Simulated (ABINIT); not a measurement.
# ZnS (F-43m) in ABINIT: a series of runs

Aim: see how the results for ZnS move with the level of theory and the settings. Levels: r2SCAN, TB-mBJ, LDA. Tasks: band structure, equation of state.

All numbers are computed with ABINIT 10.8.3 (patched build); they aren't measurements. Logs are shortened: lines on timing, memory, paths and dates and some standing lists are left out, and cuts for length are marked. The log counts tension as positive stress, the text compression.

**What was measured.**

“Electronic, vibrational, and thermodynamic properties of ZnS (zincblende and rocksalt structure)”, 2009, arxiv:0911.5022 quotes, for a bulk crystal of ZnS: band gap 3.85 eV (direct) at 19 K; bulk modulus 76.9 GPa.

The results are compared with them further down.

### 1 Starting point

The structure is cubic, space group F-43m (No. 216). The conventional cell has a = 5.404 Å, b = 5.404 Å, c = 5.404 Å, α = 90.00°, β = 90.00°, γ = 90.00°. Zn (site symmetry -43m) is surrounded by 4 S at 2.34 Å. S (site symmetry -43m) is surrounded by 4 Zn at 2.34 Å.

### 2 Band structure, r2SCAN

File run.abi:

```
# Datasets: ground state, then fixed potential
ndtset 2

# Pseudopotentials
pp_dirpath "./"
pseudos "Zn.GGA_PBE-JTH.xml, S.GGA_PBE-JTH.xml"

# Structure
acell 3.8212050455 3.8212050455 3.8212050455 Angstrom
rprim
     0.0000000000     0.7071067812     0.7071067812
     0.7071067812     0.0000000000     0.7071067812
     0.7071067812     0.7071067812     0.0000000000
ntypat 2
znucl 30 16
natom 2
typat 1 2
xcart
     7.6590599831     7.6590599831     7.6590599831
     0.0000000000     0.0000000000     0.0000000000

# Plane-wave basis
ecut 26.0
pawecutdg 48.0

# Exchange and correlation
ixc -497498
usekden 1
pawxcdev 0

# Bands and occupations
occopt 3
tsmear 0.00183747

# SCF cycle
nstep 100

# Output
iomode 3
prtwf 0
prteig 0
prtebands 0
enunit 1
prtden1 1
prtkden1 1

# Dataset 1
kptopt1 1
ngkpt1 9 9 9
nshiftk1 1
shiftk1 0.0 0.0 0.0
nband1 13
tolvrs1 1.0e-7

# Dataset 2: bands along G-X-W-K-G-L-U-W-L-K
iscf2 -2
getden2 1
getkden2 1
nband2 19
nbdbuf2 4
tolwfr2 1.0e-11
kptopt2 -9
ndivsm2 8
prteig2 1
prtvol2 -3
kptbounds2
     0.0000000000     0.0000000000     0.0000000000
     0.5000000000     0.0000000000     0.5000000000
     0.5000000000     0.2500000000     0.7500000000
     0.3750000000     0.3750000000     0.7500000000
     0.0000000000     0.0000000000     0.0000000000
     0.5000000000     0.5000000000     0.5000000000
     0.6250000000     0.2500000000     0.6250000000
     0.5000000000     0.2500000000     0.7500000000
     0.5000000000     0.5000000000     0.5000000000
     0.3750000000     0.3750000000     0.7500000000
```

Potentials or basis: JTH PAW PBE v2.0.

Command:

```console
> abinit run.abi > log 2>&1
```

run.abo:

```text
.Version 10.8.3 of ABINIT
 DATASET    1 : space group F-4 3 m (#216); Bravais cF (face-center cubic)
================================================================================
 Values of the parameters that define the memory need for DATASET  1.
     intxc =       0    ionmov =       0      iscf =      17    lmnmax =      18
     lnmax =       6     mgfft =      36  mpssoang =       3    mqgrid =    3001
     natom =       2  nloc_mem =       2    nspden =       1   nspinor =       1
    nsppol =       1      nsym =      24    n1xccc =       1    ntypat =       2
    occopt =       3   xclevel =       2
       mpw =        1707          nfft =       46656          nkpt =          35
 PAW method is used; the additional fine FFT grid is defined by:
   mgfftf=        48    nfftf =    110592
================================================================================
================================================================================

 DATASET    2 : space group F-4 3 m (#216); Bravais cF (face-center cubic)
================================================================================
 Values of the parameters that define the memory need for DATASET  2.
     intxc =       0    ionmov =       0      iscf =      -2    lmnmax =      18
     lnmax =       6     mgfft =      36  mpssoang =       3    mqgrid =    3001
     natom =       2  nloc_mem =       2    nspden =       1   nspinor =       1
    nsppol =       1      nsym =      24    n1xccc =       1    ntypat =       2
    occopt =       3   xclevel =       2
       mpw =        1709          nfft =       46656          nkpt =         139
 PAW method is used; the additional fine FFT grid is defined by:
   mgfftf=        48    nfftf =    110592
================================================================================
================================================================================

--------------------------------------------------------------------------------
------------- Echo of variables that govern the present computation ------------
--------------------------------------------------------------------------------
 -outvars: echo values of preprocessed input variables --------
            acell      7.2210310069E+00  7.2210310069E+00  7.2210310069E+00 Bohr
              amu      6.53900000E+01  3.20660000E+01
             ecut      2.60000000E+01 Hartree
           enunit           1
           getden1          0
           getden2          1
          getkden1          0
          getkden2          1
             iscf1         17
             iscf2         -2
              ixc     -497498
           jdtset        1    2
           kptopt1          1
           kptopt2         -9
         kptrlatt        9    0    0      0    9    0      0    0    9
          kptrlen1     6.49892791E+01
          kptrlen2     3.00000000E+01
            natom           2
            nband1         13
            nband2         19
           nbdbuf1          0
           nbdbuf2          4
           ndtset           2
           ndivsm1          0
           ndivsm2          8
            ngfft          36      36      36
          ngfftdg          48      48      48
             nkpt1         35
             nkpt2        139
            nstep         100
             nsym          24
           ntypat           2
           occopt           3
        pawecutdg      4.80000000E+01 Hartree
         pawxcdev           0
        prtebands           0
           prteig1          0
           prteig2          1
          prtkden           1
           prtvol1          0
           prtvol2         -3
            prtwf           0
            rprim      0.0000000000E+00  7.0710678120E-01  7.0710678120E-01
                       7.0710678120E-01  0.0000000000E+00  7.0710678120E-01
                       7.0710678120E-01  7.0710678120E-01  0.0000000000E+00
           shiftk1     0.00000000E+00  0.00000000E+00  0.00000000E+00
           shiftk2     5.00000000E-01  5.00000000E-01  5.00000000E-01
          spgroup         216
           tolvrs1     1.00000000E-07
           tolvrs2     0.00000000E+00
           tolwfr1     0.00000000E+00
           tolwfr2     1.00000000E-11
           tsmear      1.83747000E-03 Hartree
            typat      1  2
          usekden           1
           useylm           1
           xangst      4.0529999972E+00  4.0529999972E+00  4.0529999972E+00
                      -2.7970226797E-09 -2.7970224547E-09 -2.7970226797E-09
            xcart      7.6590599831E+00  7.6590599831E+00  7.6590599831E+00
                      -5.2856068325E-09 -5.2856064074E-09 -5.2856068325E-09
             xred      7.4999999948E-01  7.4999999948E-01  7.4999999948E-01
                      -5.1758372588E-10 -5.1758380915E-10 -5.1758372588E-10
            znucl       30.00000   16.00000

[... 243 lines left out ...]

 Coarse grid specifications (used for wave-functions):

 getcut: wavevector=  0.0000  0.0000  0.0000  ngfft=  36  36  36
         ecut(hartree)=     26.000   => boxcut(ratio)=   2.17196

 Fine grid specifications (used for densities):

 getcut: wavevector=  0.0000  0.0000  0.0000  ngfft=  48  48  48
         ecut(hartree)=     48.000   => boxcut(ratio)=   2.13136
--------------------------------------------------------------------------------

================================================================================
 Non-SCF case, kpt    1 (  0.00000  0.00000  0.00000), residuals and eigenvalues=
  6.30E-12  2.86E-12  6.43E-12  1.65E-12  3.06E-12  3.35E-12  4.97E-12  9.17E-12
  6.45E-13  5.80E-12  5.08E-12  2.70E-12  1.69E-12  4.07E-12  7.33E-12  5.84E-12
  5.99E-12  5.44E-12  7.97E-11
 -3.1789E-01 -5.3917E-02 -5.3917E-02 -5.3917E-02 -3.3700E-02 -3.3700E-02
  1.8519E-01  1.8519E-01  1.8519E-01  2.8233E-01  4.3789E-01  4.3789E-01
  4.3789E-01  6.3369E-01  6.3369E-01  6.4601E-01  7.4591E-01  7.4591E-01
  7.4591E-01
 Non-SCF case, kpt    2 (  0.02174  0.00000  0.02174), residuals and eigenvalues=
  1.39E-12  7.66E-12  1.19E-12  2.05E-12  6.38E-12  8.76E-12  3.94E-12  3.80E-12
  6.25E-12  6.34E-12  6.38E-12  3.05E-12  4.47E-12  9.13E-12  9.08E-12  4.99E-12
[... 1087 lines left out ...]
  8.31E-12  2.35E-12  3.62E-12  7.97E-12  6.54E-12  9.60E-12  9.71E-12  3.11E-09
  1.43E-07  3.53E-07  2.32E-07
 -2.7268E-01 -4.9852E-02 -4.3287E-02 -3.7603E-02 -3.2534E-02 -2.1254E-02
  1.2751E-02  6.7450E-02  1.1914E-01  3.5343E-01  4.2801E-01  5.4341E-01
  5.5815E-01  6.0280E-01  6.5673E-01  7.9464E-01  8.4801E-01  8.5041E-01
  8.9268E-01
 Non-SCF case, kpt  139 (  0.37500  0.37500  0.75000), residuals and eigenvalues=
  5.57E-12  8.12E-13  2.56E-12  9.27E-12  3.56E-12  5.29E-12  1.80E-12  2.07E-12
  7.02E-12  6.43E-12  2.14E-12  8.85E-12  6.02E-12  8.29E-12  9.09E-12  8.77E-10
  8.27E-08  5.62E-07  5.64E-06
 -2.7226E-01 -5.0084E-02 -4.2925E-02 -3.8016E-02 -3.2379E-02 -2.1062E-02
  1.3087E-02  6.7884E-02  1.1685E-01  3.5066E-01  4.2113E-01  5.5018E-01
  5.6586E-01  6.0443E-01  6.6148E-01  7.9013E-01  8.3937E-01  8.5776E-01
  8.9737E-01

Result for kinetic energy density :

--------------------------------------------------------------------------------
 Total kinetic energy density [Ha/Bohr^3]
)     Maximum=    5.0537E-01  at reduced coord.    0.0000    0.0000    0.0000
)     Minimum=    1.1960E-03  at reduced coord.    0.5000    0.5000    0.5000
   Integrated=    1.0996E+01
--------------------------------------------------------------------------------

--- !ResultsGS
iteration_state: {dtset: 2, }
comment   : Summary of ground state results
lattice_vectors:
- [  0.0000000,   5.1060400,   5.1060400, ]
- [  5.1060400,   0.0000000,   5.1060400, ]
- [  5.1060400,   5.1060400,   0.0000000, ]
lattice_lengths: [   7.22103,    7.22103,    7.22103, ]
lattice_angles: [ 60.000,  60.000,  60.000, ] # degrees, (23, 13, 12)
lattice_volume:   2.6624572E+02
convergence: {deltae:  0.000E+00, res2:  0.000E+00, residm:  9.992E-12, diffor:  0.000E+00, }
etotal    :  -6.58323041E+01
entropy   :   0.00000000E+00
fermie    :   2.34296942E-01
cartesian_stress_tensor: null
pressure_GPa: null
xred      :
- [  7.5000E-01,   7.5000E-01,   7.5000E-01, Zn]
- [ -5.1758E-10,  -5.1758E-10,  -5.1758E-10,  S]
cartesian_forces: null
force_length_stats: {min: null, max: null, mean: null, }
...

 Integrated electronic density in atomic spheres:
 ------------------------------------------------
 Atom  Sphere_radius  Integrated_density
    1        2.30770         10.78353245
    2        1.90380          3.60736488

================================================================================

 ----iterations are completed or convergence reached----

 Mean square residual over all n,k,spin=   53.620E-13; max=  99.920E-13
 reduced coordinates (array xred) for    2 atoms
       0.749999999482      0.749999999482      0.749999999482
      -0.000000000518     -0.000000000518     -0.000000000518

 cartesian coordinates (angstrom) at end:
    1      4.05299999724603     4.05299999724603     4.05299999724603
    2     -0.00000000279702    -0.00000000279702    -0.00000000279702
 length scales=  7.221031006932  7.221031006932  7.221031006932 bohr
              =  3.821205045500  3.821205045500  3.821205045500 angstroms
 Eigenvalues (   eV  ) for nkpt= 139  k points:
 kpt#   1, nband= 19, wtk=  1.00000, kpt=  0.0000  0.0000  0.0000 (reduced coord)
  -8.65019   -1.46715   -1.46715   -1.46715   -0.91703   -0.91703    5.03916    5.03916
   5.03916    7.68258   11.91548   11.91548   11.91548   17.24358   17.24358   17.57885
  20.29723   20.29723   20.29723
 kpt#   2, nband= 19, wtk=  1.00000, kpt=  0.0217  0.0000  0.0217 (reduced coord)
  -8.64522   -1.46776   -1.46589   -1.46589   -0.91759   -0.91667    4.99397    5.02503
   5.02503    7.73271   11.88758   11.93660   11.93660   17.16229   17.24975   17.62425
  20.31590   20.31590   20.32830
 kpt#   3, nband= 19, wtk=  1.00000, kpt=  0.0435  0.0000  0.0435 (reduced coord)
  -8.63037   -1.46955   -1.46210   -1.46210   -0.91924   -0.91559    4.86783    4.98326
   4.98326    7.87319   11.80672   11.99935   11.99935   16.93780   17.26821   17.75933
  20.37185   20.37185   20.40967
 kpt#   4, nband= 19, wtk=  1.00000, kpt=  0.0652  0.0000  0.0652 (reduced coord)
  -8.60580   -1.47242   -1.45581   -1.45581   -0.92193   -0.91381    4.68183    4.91573
   4.91573    8.08156   11.68040   12.10187   12.10187   16.61592   17.29889   17.97686
  20.46486   20.46486   20.51991
 kpt#   5, nband= 19, wtk=  1.00000, kpt=  0.0870  0.0000  0.0870 (reduced coord)
[... 525 lines left out ...]
   3.39575    9.79650   11.89627   14.32031   14.64005   16.63271   17.80924   21.42420
  22.41132   23.27981   24.23018
 kpt# 137, nband= 19, wtk=  1.00000, kpt=  0.3929  0.3929  0.7143 (reduced coord)
  -7.43815   -1.35106   -1.19058   -1.01399   -0.88863   -0.59224    0.32444    1.88509
   3.31456    9.70403   11.80050   14.54350   14.93016   16.48072   17.81060   21.59877
  22.82044   23.22576   24.21077
 kpt# 138, nband= 19, wtk=  1.00000, kpt=  0.3839  0.3839  0.7321 (reduced coord)
  -7.41996   -1.35654   -1.17791   -1.02322   -0.88529   -0.57835    0.34698    1.83541
   3.24195    9.61743   11.64665   14.78695   15.18809   16.40308   17.87060   21.62321
  23.07557   23.14094   24.29104
 kpt# 139, nband= 19, wtk=  1.00000, kpt=  0.3750  0.3750  0.7500 (reduced coord)
  -7.40855   -1.36286   -1.16806   -1.03448   -0.88108   -0.57311    0.35611    1.84722
   3.17974    9.54181   11.45943   14.97119   15.39782   16.44744   17.99976   21.50056
  22.84034   23.34079   24.41861

== END DATASET(S) ==============================================================
================================================================================

 -outvars: echo values of variables after computation  --------
            acell      7.2210310069E+00  7.2210310069E+00  7.2210310069E+00 Bohr
           etotal1    -6.5832304059E+01
            fcart1     2.3730529966E-28  2.3730529966E-28 -7.1191589897E-28
                      -2.3730529966E-28 -2.3730529966E-28  7.1191589897E-28
            rprim      0.0000000000E+00  7.0710678120E-01  7.0710678120E-01
                       7.0710678120E-01  0.0000000000E+00  7.0710678120E-01
                       7.0710678120E-01  7.0710678120E-01  0.0000000000E+00
           strten1     1.9081122027E-05  1.9081122027E-05  1.9081122027E-05
                       0.0000000000E+00  0.0000000000E+00  0.0000000000E+00
           xangst      4.0529999972E+00  4.0529999972E+00  4.0529999972E+00
                      -2.7970226797E-09 -2.7970224547E-09 -2.7970226797E-09
             xred      7.4999999948E-01  7.4999999948E-01  7.4999999948E-01
                      -5.1758372588E-10 -5.1758380915E-10 -5.1758372588E-10
 Calculation completed.
```

It took 12 min on 1 thread of Arm Neoverse V1, shared host; peak memory 0.19 GiB.

What came out:

* Free energy: -1791.3883 eV
* Pressure: -0.6 GPa
* Band gap on the k mesh: 2.64 eV, direct
* Band gap along the path: 2.64 eV, direct
* Valence electrons inside the program's atomic spheres: Zn 10.78; S 3.61

Levels at the corners of the path, in eV from the valence-band top:
| point | band 6 | band 7 | band 8 | band 9 | band 10 | band 11 | band 12 | band 13 |
| --- | --- | --- | --- | --- | --- | --- | --- | --- |
| Γ | -5.96 | 0.00 | 0.00 | 0.00 | 2.64 | 6.88 | 6.88 | 6.88 |
| X | -5.74 | -4.62 | -2.29 | -2.29 | 3.72 | 4.48 | 11.73 | 12.78 |
| W | -5.56 | -4.65 | -2.82 | -2.79 | 6.04 | 6.58 | 8.44 | 8.67 |
| K | -5.61 | -4.68 | -3.19 | -1.86 | 4.50 | 6.42 | 9.93 | 10.36 |
| Γ | -5.96 | 0.00 | 0.00 | 0.00 | 2.64 | 6.88 | 6.88 | 6.88 |
| L | -5.76 | -5.41 | -0.89 | -0.89 | 3.80 | 7.37 | 7.37 | 9.40 |
| U | -5.61 | -4.68 | -3.19 | -1.86 | 4.50 | 6.42 | 9.93 | 10.36 |
| W | -5.56 | -4.65 | -2.82 | -2.79 | 6.04 | 6.58 | 8.44 | 8.67 |
| L | -5.76 | -5.41 | -0.89 | -0.89 | 3.80 | 7.37 | 7.37 | 9.40 |
| K | -5.61 | -4.68 | -3.19 | -1.86 | 4.50 | 6.42 | 9.93 | 10.36 |

Caveat: totals of a meta-GGA on PAW files have another zero than those of a GGA; the PAW data sets were made with another functional, which shifts forces and pressure a little.

(Part 1 of 2 ends here.)
